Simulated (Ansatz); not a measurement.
Crystal: TiTe.

```
Te Ti
1.0
     3.84200    0.00000    0.00000
    -1.92100    3.32727    0.00000
     0.00000    0.00000    6.40300
Te Ti
2 2
Direct
  0.66667 0.33333 0.75000
  0.33333 0.66667 0.25000
  0.00000 0.00000 0.50000
  0.00000 0.00000 0.00000
```

Base run:

```yaml
Program: Ansatz 0.2.0
Functional: PBEsol
Potentials_or_basis: Ansatz PAW
Cutoff: "420 eV (not typed: the program's choice for these potentials)"
k_mesh: 8 × 8 × 4
Occupations: fermi-dirac, width 0.05 eV
Spin: no spin polarisation
```

Its results: band gap on the k mesh none (metal or under the smearing width); pressure 3.4 GPa.

Question: The run is repeated on the same cell with these changes: hubbard terms from none to Ti d U = 4 eV; hubbard projectors from none to ortho-atomic (the default). What comes out?

Answer: Band gap on the k mesh none (metal or under the smearing width); pressure 7.5 GPa.

Caveats: the PAW data sets come from PBE, with cores solved anew for the run's functional, which leaves a small shift of forces and pressure; the density of states is complete only up to the lowest level of the last band computed; U without spin polarisation on a metal has little footing (some runs); the U is typed as a test and isn't derived for this compound (some runs).
